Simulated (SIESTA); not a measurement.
MoS2:

```xyz
3
Lattice="1.5855 0.9154 6.1150 -1.5855 0.9154 6.1150 0.0000 -1.8308 6.1150" Properties=species:S:1:pos:R:3 pbc="T T T"
Mo    0.0000    0.0000    0.0000
S     0.0000    0.0000    4.5862
S     0.0000    0.0000   13.7587
```

Measurements of this composition are mostly on another form, of space group No. 194.

| Item | Value |
| --- | --- |
| Program | SIESTA 5.4.2 |
| Task | single point |
| Functional | PBEsol |
| Potentials or basis | PseudoDojo 0.4 standard (PBEsol files) |
| Basis | DZP (energy shift 0.003 Ry; two zetas on semicore shells) |
| Grid cutoff | 800 Ry |
| Energy shift | 0.003 Ry |
| k mesh | 10 × 10 × 10 |
| Occupations | fermi-dirac, width 0.05 eV |
| Spin | no spin polarisation |

On this cell: pressure 5.9 GPa; largest force 1.164 eV/Å; band gap on the k mesh none (metal or under the smearing width).

The same run follows on a disturbed copy (atoms moved at random, drawn with an rms of 0.05 Å):

```
CELL_PARAMETERS angstrom
1.58550 0.91539 6.11500
-1.58550 0.91539 6.11500
0.00000 -1.83078 6.11500
ATOMIC_POSITIONS crystal
Mo 0.00526 0.98847 0.00654
S 0.24910 0.25717 0.23994
S 0.74176 0.73264 0.76980
```

Problem. What does the disturbed cell give?

Solution. The energy (extrapolated to zero smearing) moves by +16.5 meV/atom; pressure 6.9 GPa; largest force 1.773 eV/Å; band gap on the k mesh none (metal or under the smearing width).

Forces on the atoms (eV/Å):
```
Mo  -0.228 -0.056 -0.809
S    0.238 -0.382 -0.909
S   -0.010  0.438  1.718
```

Stress tensor (GPa, compression positive):
```
 6.96 -0.43 -1.13
-0.43  3.50  3.66
-1.13  3.66 10.23
```

Caveats: the cell's inner coordinates are idealised or old, which leaves forces on the atoms; the basis of atomic orbitals isn't converged, which shifts pressures, moduli and gaps.
